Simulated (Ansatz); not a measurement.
```
CELL_PARAMETERS angstrom
      4.36796     0.00000     0.00000
      0.00000     6.17723     0.00000
      0.00000     0.00000    25.91991
ATOMIC_POSITIONS crystal
  Sb 0.75000 0.51369 0.27932
  Al 0.25000 0.30985 0.31047
  Sb 0.25000 0.97929 0.37510
  Al 0.75000 0.72812 0.36947
  Sb 0.75000 0.48551 0.45608
  Al 0.25000 0.23354 0.45946
  Sb 0.25000 0.98551 0.54392
  Al 0.75000 0.73354 0.54054
  Sb 0.75000 0.47929 0.62490
  Al 0.25000 0.22812 0.63053
  Sb 0.25000 0.01369 0.72068
  Al 0.75000 0.80985 0.68953
```

No spin polarisation.

All numbers come from r2SCAN in Ansatz (plane waves to 500 eV, PAW, scalar-relativistic without spin-orbit coupling). Γ-centred 11×8×1 mesh, Fermi–Dirac width 0.05 eV. The cell is a slab with vacuum along z.

Q: Predict the smallest direct gap, valence-band top at Γ, gap character and band gap.

A: The smallest direct gap is 1.57 eV and the valence-band top at Γ (three highest levels, from the VBM) comes out as 0.00, -0.21, -0.30 eV. The gap character comes out as indirect, Γ → k = (0.455, 0, 0) in the run's primitive reciprocal basis. The band gap is 0.97 eV.

With Sb present, leaving out spin-orbit coupling can change the band edges. No phonon test of stability was made. The cell was made from AlSb in the zinc blende structure (space group F-43m, No. 216) by this change: a free-standing slab of 6 layers (12 atoms, 2 a layer) is cut normal to [110], with 15 Å of vacuum and the in-plane cell held at bulk.

Ansatz is a first-principles code.
